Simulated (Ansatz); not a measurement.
# AlN: the cost of one run

Method: DFT PBEsol, scalar-relativistic, plane waves, PAW, in Ansatz 0.2.0.

16 further runs of the same task are left out: 16 set aside as unsound or not needed. Runs told in other sessions of the task aren't counted.

## Step 1: The starting structure

It takes space group P6_3mc (No. 186, hexagonal). Conventional cell: a = 3.114 Å, b = 3.114 Å, c = 4.983 Å, α = 90.00°, β = 90.00°, γ = 120.00°. Al (site symmetry 3m) is surrounded by 4 N at 1.89 to 1.90 Å. Around N (site symmetry 3m) lie 4 Al at 1.89 to 1.90 Å.

Structure file:

```cif
data_structure
_symmetry_space_group_name_H-M 'P 1'
_symmetry_Int_Tables_number 1
_cell_length_a 3.1136
_cell_length_b 3.1136
_cell_length_c 4.9834
_cell_angle_alpha 90.000
_cell_angle_beta 90.000
_cell_angle_gamma 120.000
_cell_volume 41.84
loop_
_atom_site_label
_atom_site_type_symbol
_atom_site_fract_x
_atom_site_fract_y
_atom_site_fract_z
_atom_site_occupancy
Al1 Al 0.33333 0.66667 0.00151 1
Al2 Al 0.66667 0.33333 0.50151 1
N1 N 0.33333 0.66667 0.38349 1
N2 N 0.66667 0.33333 0.88349 1
```

This cell was relaxed beforehand with the same method: volume 10.46 Å³/atom, gap on the mesh 4.10 eV.

## Step 2: What is varied

Rigid slide and opening across a plane, one cut a cell; the plane is (0 0 1) of the conventional cell, and the faces at the cut hold Al and N.

The axes are (1) slide along 0 a1 + a2 (3.114 Å): 12 values from 0.000 to 0.917, periodic; (2) opening across the cut: 7 values from −0.3 to 3.2 Å.

Nothing else is relaxed (rigid halves). Energies count from the perfect crystal. Points are written as (first, second).

## Step 3: Grid point (0.083, 0.0 Å)

File input.yaml:

```yaml
crystal:
  lattice:
    - [-3.1135599822, 0.0, 0.0]
    - [-1.5567799911, -2.6964220408, 0.0]
    - [-0.1297316659, -0.2247018367, 9.9667009506]
  atoms:
    - { symbol: Al, position: [0.3333333333, 0.2579579118, 0.9045050585] }
    - { symbol: Al, position: [0.3333333333, 0.2996245785, 0.4045050585] }
    - { symbol: Al, position: [0.6666666667, 0.6537912451, 0.1545050585] }
    - { symbol: Al, position: [0.6666666667, 0.6121245785, 0.6545050585] }
    - { symbol: "N", position: [0.3333333333, 0.3253754215, 0.0954949415] }
    - { symbol: "N", position: [0.3333333333, 0.2837087549, 0.5954949415] }
    - { symbol: "N", position: [0.6666666667, 0.6378754215, 0.3454949415] }
    - { symbol: "N", position: [0.6666666667, 0.5962087549, 0.8454949415] }
basis:
  ecutwfc: 520.0
kpoints:
  mp_grid: { grid: [8, 8, 3] }
hamiltonian:
  xc: pbesol
  pseudopotentials: { kind: paw, azcp: { folder: soft_1 } }
scf:
  occupations: { method: gaussian, width: 0.05 }
output:
  forces: true
  stress: true
  eigenvalues: true
```

Started as:

```
> ansatz run input.yaml --threads 2 --pin off --max-ram 4096MiB --backend cpu --events-out ev --progress --plain --runs-dir out
```

Q: Estimate wall time and peak memory on 2 threads of Intel Xeon 6975P-C (Granite Rapids), shared host.

About 5.2 s, with a peak of 0.53 GiB.
